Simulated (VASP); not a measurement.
# GaSb (F-43m) in VASP: further runs

GaSb is run at these levels: LDA; tasks: single point.

Program: VASP 6.6.1. These are calculated values, not measurements. Logs are shortened: lines on timing, memory, paths and dates and some standing lists are left out, and cuts for length are marked.

**Experimental background.**

A printed reference work, data compilation reports, for a bulk crystal of GaSb at 4.2 K: band gap 0.811 eV (direct).

The runs below are set against these values where they give the same quantity.

### 1 The cell of the first run

It takes space group F-43m (No. 216, cubic). Conventional cell: a = 5.993 Å, b = 5.993 Å, c = 5.993 Å, α = 90.00°, β = 90.00°, γ = 90.00°. Within 3.4 Å of Ga (site symmetry -43m) lie 4 Sb at 2.60 Å. Sb (site symmetry -43m) has 4 Ga at 2.60 Å within 3.4 Å.

### 2 Single point, LDA

INCAR reads:

```
SYSTEM = GaSb
PREC     = Accurate       ! precision mode
ENCUT    = 500            ! plane-wave cutoff, eV
EDIFF    = 1E-6           ! SCF threshold, eV
ISMEAR   = 0              ! smearing method
SIGMA    = 0.01           ! smearing width, eV
LREAL    = .FALSE.        ! projectors in reciprocal space
LASPH    = .TRUE.         ! aspherical terms in the spheres
NELM     = 120            ! most SCF steps
ALGO     = Normal         ! electronic algorithm
ISIF     = 2              ! what is computed and relaxed
LWAVE    = .FALSE.        ! write WAVECAR
LCHARG   = .FALSE.        ! write CHGCAR
GGA      = CA             ! functional
NBANDS   = 16             ! bands
GGA_COMPAT= .FALSE.
```

KPOINTS reads:

```
regular mesh
0
G
  6 6 6
  0 0 0
```

POSCAR reads:

```
GaSb
1.0
    0.0000000000      2.9965539066      2.9965539066
    2.9965539066      0.0000000000      2.9965539066
    2.9965539066      2.9965539066      0.0000000000
Ga Sb
1 1
Direct
    0.0000000000      0.0000000000      0.0000000000
    0.2500000000      0.2500000000      0.2500000000
```

Potentials or basis: VASP PAW LDA potentials, release 64 (Ga_d, Sb).

On the command line:

```
> cat potpaw_LDA.64/Ga_d/POTCAR potpaw_LDA.64/Sb/POTCAR > POTCAR
> mpirun -np 1 vasp_std > vasp.out
```

OUTCAR:

```text
SYSTEM = GaSb
   PREC = Accurate
   ENCUT = 500
   EDIFF = 1E-6
   ISMEAR = 0
   LREAL = .FALSE.
   LASPH = .TRUE.
   NELM = 120
   ISIF = 2
   GGA = CA

 ion  position               nearest neighbor table
   1  0.000  0.000  0.000-   2 2.60   2 2.60   2 2.60   2 2.60
   2  0.250  0.250  0.250-   1 2.60   1 2.60   1 2.60   1 2.60

  LATTYP: Found a face centered cubic cell.
 ALAT       =     5.9931078132

  Lattice vectors:

 A1 = (   0.0000000000,   2.9965539066,   2.9965539066)
 A2 = (   2.9965539066,   0.0000000000,   2.9965539066)
 A3 = (   2.9965539066,   2.9965539066,   0.0000000000)

Analysis of symmetry for initial positions (statically):
=====================================================================
 Subroutine PRICEL returns:
 Original cell was already a primitive cell.

 Routine SETGRP: Setting up the symmetry group for a
 face centered cubic supercell.

 Subroutine GETGRP returns: Found 24 space group operations
 (whereof 24 operations were pure point group operations)
 out of a pool of 48 trial point group operations.

The static configuration has the point symmetry T_d .

Analysis of symmetry for dynamics (positions and initial velocities):
=====================================================================
 Subroutine PRICEL returns:
 Original cell was already a primitive cell.

 Routine SETGRP: Setting up the symmetry group for a
 face centered cubic supercell.

 Subroutine GETGRP returns: Found 24 space group operations
 (whereof 24 operations were pure point group operations)
 out of a pool of 48 trial point group operations.

The dynamic configuration has the point symmetry T_d .

 Subroutine INISYM returns: Found 24 space group operations
 (whereof 24 operations are pure point group operations),
 and found     1 'primitive' translations

----------------------------------------------------------------------------------------

                                     Primitive cell

  volume of cell :      53.8141

  direct lattice vectors                    reciprocal lattice vectors
     0.000000000  2.996553907  2.996553907    -0.166858336  0.166858336  0.166858336
     2.996553907  0.000000000  2.996553907     0.166858336 -0.166858336  0.166858336
     2.996553907  2.996553907  0.000000000     0.166858336  0.166858336 -0.166858336

  length of vectors
     4.237767175  4.237767175  4.237767175     0.289007116  0.289007116  0.289007116

[... 70 lines left out ...]
   NELM   =    120;   NELMIN=  2; NELMDL= -5     # of ELM steps
   EDIFF  = 0.1E-05   stopping-criterion for ELM
   LREAL  =      F    real-space projection
   EDIFFG = 0.1E-04   stopping-criterion for IOM
   NSW    =      0    number of steps for IOM
   IBRION =     -1    ionic relax: 0-MD 1-quasi-New 2-CG
   NFREE  =      0    steps in history (QN), initial steepest desc. (CG)
   ISIF   =      2    stress and relaxation
   ISYM   =      2    0-nonsym 1-usesym 2-fastsym
   POTIM  = 0.5000    time-step for ionic-motion
   TEBEG  =    0.0;   TEEND  =   0.0 temperature during run
   PSTRESS=    0.0 pullay stress
   NELECT =      18.0000    total number of electrons
   NUPDOWN=      -1.0000    fix difference up-down
   EMIN   =  10.00;   EMAX   =-10.00  energy-range for DOS
   EFERMI =   0.00;   METHOD = LEGACY
   ISMEAR =     0;   SIGMA  =   0.01  broadening in eV -4-tet -1-fermi 0-gaus
   EFERMI_NEDOS =   21; number of points for ismear=-14 and -15
   IALGO  =     38    algorithm
   IMIX   =      4    mixing-type and parameters
     AMIX     =   0.40;   BMIX     =  1.00
     AMIX_MAG =   1.60;   BMIX_MAG =  1.00
  volume/ion in A,a.u.               =      26.91       181.58
  Fermi-wavevector in a.u.,A,eV,Ry     =   1.136406  2.147496 17.570821  1.291419
  Thomas-Fermi vector in A             =   2.273111
   LORBIT       =      0    0 simple, 1 ext, 2 COOP (PROOUT), +10 PAW based schemes
   GGA     = CA    functional components
   LHFCALC =     F    Hartree Fock is set to
   AEXX    =    0.0000 exact exchange contribution
   IVDW    =     0    specifies the selected vdW correction
   LEPSILON=     F    determine dielectric tensor
   LRPA    =     F    only Hartree local field effects (RPA)
 non-spin polarized calculation
 Gauss-broadening in eV      SIGMA  =   0.01
  energy-cutoff  :      500.00
  volume of cell :       53.81
 maximum number of plane-waves:      1380
   NGX = 15   NGY = 15   NGZ = 15

 number of electron      18.0000008 magnetization

 Free energy of the ion-electron system (eV)
  ---------------------------------------------------
  ext. energy  EPLUGINS =         0.00000000
  ---------------------------------------------------
  free energy    TOTEN  =        -8.63048568 eV

  energy without entropy =       -8.63048568  energy(sigma->0) =       -8.63048568

 E-fermi :   5.4717     XC(G=0):  -9.6618

 val. band max:        5.3479311461   @ k =   0.0000   0.0000   0.0000
 cond. band min:       5.6693717778   @ k =   0.0000   0.0000   0.0000
 fundamental gap:      0.3214406317
 Fermi energy:         5.4716926232

 k-point     1 :       0.0000    0.0000    0.0000
  band No.  band energies     occupation
      1      -9.9430      2.00000
      2      -9.9430      2.00000
      3      -9.9430      2.00000
      4      -9.8839      2.00000
      5      -9.8839      2.00000
      6      -6.6165      2.00000
[... 281 lines left out ...]
      3      -9.9147      2.00000
      4      -9.8940      2.00000
      5      -9.8823      2.00000
      6      -3.8667      2.00000
[... 8 lines left out ...]
     15      15.5888      0.00000
     16      16.8333      0.00000

------------------------ aborting loop because EDIFF is reached ----------------------------------------

  FORCE on cell =-STRESS in cart. coord.  units (eV):
  Direction    XX          YY          ZZ          XY          YZ          ZX
  --------------------------------------------------------------------------------------
  -------------------------------------------------------------------------------------
  Total        0.6153392      0.6153392      0.6153392     -0.0000000      0.0000000     -0.0000000
  in kB       18.3201437     18.3201437     18.3201437     -0.0000000      0.0000000     -0.0000000
  external PRESSURE =      18.3201437 kB  Pullay stress =       0.0000000 kB

 VOLUME and BASIS-vectors are now :
 -----------------------------------------------------------------------------
  energy-cutoff  :      500.00
  volume of cell :       53.81
      direct lattice vectors                 reciprocal lattice vectors
     0.000000000  2.996553907  2.996553907    -0.166858336  0.166858336  0.166858336
     2.996553907  0.000000000  2.996553907     0.166858336 -0.166858336  0.166858336
     2.996553907  2.996553907  0.000000000     0.166858336  0.166858336 -0.166858336

 POSITION                                       TOTAL-FORCE (eV/Angst)
 -----------------------------------------------------------------------------------
      0.00000      0.00000      0.00000         0.000000      0.000000      0.000000
      1.49828      1.49828      1.49828        -0.000000     -0.000000     -0.000000
 -----------------------------------------------------------------------------------
    total drift:                                0.000001      0.000001      0.000001

  FREE ENERGIE OF THE ION-ELECTRON SYSTEM (eV)
  ---------------------------------------------------
  free  energy   TOTEN  =        -8.6304856830 eV

  energy  without entropy=       -8.6304856830  energy(sigma->0) =       -8.63048568
```

stdout:

```text
POSCAR found type information on POSCAR GaSb
 POSCAR found :  2 types and       2 ions
 scaLAPACK will be used
 LDA part: xc-table for (Slater(with rela. corr.)+CA(PZ))
 , standard interpolation
 POSCAR, INCAR and KPOINTS ok, starting setup
 FFT: planning ... GRIDC
 FFT: planning ... GRID_SOFT
 FFT: planning ... GRID
 WAVECAR not read
 entering main loop
```

Run time: 16 s. Hardware: 1 thread of Intel Xeon 8259CL, shared host; peak memory 0.16 GiB.

Results:

| Property | Result |
| --- | --- |
| Free energy | -8.6305 eV |
| Pressure | 1.8 GPa |
| Band gap on the k mesh | 0.32 eV, direct |

Caveat: spin-orbit coupling is left out, which moves the levels of the heavy elements.

### 3 Single point, LDA

This run uses another cell than the first one, of 27.48 Å³/atom, 1.021 times its volume.

INCAR reads:

```
PREC = Accurate ; ENCUT = 500
EDIFF = 1E-6 ; ISMEAR = 0
SIGMA = 0.01 ; LREAL = False
LASPH = True ; NELM = 120
ALGO = Normal ; ISIF = 2
LWAVE = False ; LCHARG = False
NBANDS = 16 ; GGA_COMPAT = False
```

KPOINTS reads:

```
regular mesh
0
Gamma
  6 6 6
```

POSCAR reads:

```
GaSb
1.0
    0.0000000000      3.0176570942      3.0176570942
    3.0176570942      0.0000000000      3.0176570942
    3.0176570942      3.0176570942      0.0000000000
Ga Sb
1 1
Direct
    0.0000000000      0.0000000000      0.0000000000
    0.2500000000      0.2500000000      0.2500000000
```

Potentials or basis: VASP PAW LDA potentials, release 64 (Ga_d, Sb).

On the command line:

```
> cat potpaw_LDA.64/Ga_d/POTCAR potpaw_LDA.64/Sb/POTCAR > POTCAR
> mpirun -np 1 vasp_std > vasp.out
```

Run time: 17 s. Hardware: 1 thread of Intel Xeon 8259CL, shared host; peak memory 0.16 GiB.

It converged, with:

```yaml
Free_energy: -8.6390 eV
Pressure: 0.5 GPa
Band_gap_on_the_k_mesh: 0.17 eV, direct
```

Levels at points of the mesh, in eV from the valence-band top:
| k point | band 7 | band 8 | band 9 | band 10 | band 11 | band 12 |
| --- | --- | --- | --- | --- | --- | --- |
| (0.00, 0.00, 0.00) | 0.00 | 0.00 | 0.00 | 0.17 | 2.73 | 2.73 |
| (0.50, 0.00, 0.00) | -6.62 | -1.22 | -1.22 | 0.38 | 3.71 | 3.71 |
| (0.50, 0.50, 0.00) | -7.05 | -2.72 | -2.72 | 0.78 | 1.08 | 8.84 |

Caveat: spin-orbit coupling is left out, which moves the levels of the heavy elements.

### 4 Comparison with measurements

Step 2. A measured gap of GaSb is 0.811 eV (direct; 4.2 K; a printed reference work, data compilation); the calculated 0.32 eV misses it by -0.49 eV. Spin-orbit coupling on Ga, Sb is left out. The value is that of LDA on a finite k mesh, which can miss the band edges, without temperature or zero-point motion. Semilocal functionals fall short of measured gaps as a rule.

Step 3. Measured gap of GaSb: 0.811 eV (direct; 4.2 K; a printed reference work, data compilation). This calculation gives 0.17 eV (-0.65 eV). Spin-orbit coupling on Ga, Sb is left out. The value is that of LDA on a finite k mesh, which can miss the band edges, without temperature or zero-point motion. Semilocal functionals fall short of measured gaps as a rule.
